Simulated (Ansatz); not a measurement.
# Yb in Ansatz: the effect of functional

Yb:

```xyz
1
Lattice="0.0000 2.7969 2.7969 2.7969 0.0000 2.7969 2.7969 2.7969 0.0000" Properties=species:S:1:pos:R:3 pbc="T T T"
Yb    0.0000    0.0000    0.0000
```

The cell isn't the ideal one: volume scaled by 1.06.

Alike in all runs:

* Program: Ansatz 0.2.0
* Task: single point
* Potentials or basis: Ansatz PAW
* k mesh: 8 × 8 × 8
* Occupations: fermi-dirac, width 0.05 eV
* Spin: collinear spin, ferromagnetic start
* Starting moments: [1.0] μB

One run gave: pressure -4.7 GPa. Which functional did it use?
A. r2SCAN
B. LDA
C. PBE

B.

```csv
functional,cutoff,pressure (GPa)
LDA,420 eV (not typed: the program's choice for these potentials),-4.7
r2SCAN,500 eV (not typed: the program's choice for these potentials),-3.0
PBE,420 eV (not typed: the program's choice for these potentials),-2.7
```

Caveats: the starting moments weren't kept; the PAW data sets come from PBE, with cores solved anew for the run's functional, which leaves a small shift of forces and pressure (some runs); the magnetic or orbital state may not be the lowest (some runs).
